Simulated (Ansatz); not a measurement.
Crystal: Rh.

```
Rh
1.0
     0.00000    1.89785    1.89785
     1.89785    0.00000    1.89785
     1.89785    1.89785    0.00000
Rh
1
Direct
  0.00000 0.00000 0.00000
```

Program: Ansatz 0.2.0. Alike in all runs: task single point; potentials or basis Ansatz PAW; no spin polarisation; cell as given; k mesh 6 × 6 × 6; smearing fermi-dirac 0.05 eV; the mesh is coarse, so values aren't converged.

Q: Order these runs on this cell by their pressure, lowest first.
A. level r2SCANh; cutoff (eV) 500
B. level PBEsol0; cutoff (eV) 420
C. level r2SCAN0; cutoff (eV) 500

A: B (-10.7 GPa), C (-6.4 GPa), A (-1.4 GPa).

Caveats: all runs use coarse meshes; the PAW data sets come from PBE, with cores solved anew for the run's functional, which leaves a small shift of forces and pressure; the thresholds are loose for stress.

Runs at the PBE level aren't shown here.
